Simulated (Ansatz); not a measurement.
A 4-atom cell of LiF (P6_3mc) from a materials database, relaxed with r2SCAN, was run in Ansatz under altered settings. All numbers are computed, without spin polarisation but where a row says otherwise.

```yaml
crystal:
  lattice:
    - [3.08105, 0.00000, 0.00000]
    - [-1.54053, 2.66827, 0.00000]
    - [0.00000, 0.00000, 4.78523]
  atoms:
    - { symbol: Li, position: [0.33333, 0.66667, 0.38244] }
    - { symbol: Li, position: [0.66667, 0.33333, 0.88244] }
    - { symbol: F, position: [0.33333, 0.66667, 0.99256] }
    - { symbol: F, position: [0.66667, 0.33333, 0.49256] }
```

The base run's other keys:
```yaml
kpoints:
  mp_grid: { grid: [6, 6, 2] }
hamiltonian:
  xc: hse06
scf:
  occupations: { method: fixed }
  n_extra_bands: 5
```

It takes 13 iterations with 759 plane waves at 420 eV and 14 k points, and leaves a mean stress of +0.85 GPa. The gap over this mesh is 10.027 eV. It ran on 4 threads of Arm Neoverse N1 (shared host).

Outcomes, with energy and stress as changes against the base:
```tsv
setting	outcome	ΔF (meV/atom)	Δ mean stress (GPa)	gap on the mesh (eV)	iterations	wall time
PBE hybrid, exx coeff 0.3, omega 0.1 1/Å	converged	–	-0.4	10.927	12	8.7 s
hamiltonian.xc: r2scan50 (cutoff then 500 eV)	converged	–	-3.1	13.924	17	16 s
hamiltonian.xc: wpbeh	converged	–	0.0	9.990	13	8.9 s
PBE hybrid, exx coeff -0.2, omega 0.3 1/Å	refused	–	–	–	–	0.05 s
basis.ecutwfc: 900	converged	-4.1	0.0	10.025	12	33 s
```
A dash marks a value that wasn't obtained or can't be compared. Stress is positive in compression. The base took 8.8 s. The base's mesh is coarse for a hybrid, so its own values aren't converged.

- PBE hybrid, exx coeff 0.3, omega 0.1 1/Å. That is 30 % exact exchange, screened with ω = 0.1 1/Å, against HSE06's 25 % screened at 0.208 1/Å. The mean stress moves by -0.4 GPa and the gap on the mesh by +0.900 eV (to 10.927). Totals of different functionals aren't comparable. The program warns that on this mesh the truncation of the exchange isn't bounded, so part of the change can be an error of the mesh.
- hamiltonian.xc: r2scan50. The cutoff follows the functional, from 420 to 500 eV. The mean stress moves by -3.1 GPa and the gap on the mesh by +3.898 eV (to 13.924). It's another functional on the same cell, so totals aren't comparable.
- hamiltonian.xc: wpbeh. The mean stress moves by 0.0 GPa and the gap on the mesh by -0.037 eV (to 9.990). It's another functional on the same cell, so totals aren't comparable.
- PBE hybrid, exx coeff -0.2, omega 0.3 1/Å. The program doesn't start. Error: invalid value for `hamiltonian.xc.exx.coeff`: must be finite and in (0, 1]; got -0.2
- basis.ecutwfc: 900. 2417 plane waves in place of 759. The free energy moves by -4.1 meV an atom, the mean stress by 0.0 GPa and the gap on the mesh by -0.001 eV (to 10.025). The base cutoff was converged to that degree.

The program warns that its thresholds are loose for a hybrid's stress.

The meshes of the hybrids are coarse, so their gaps aren't converged to the digits shown.
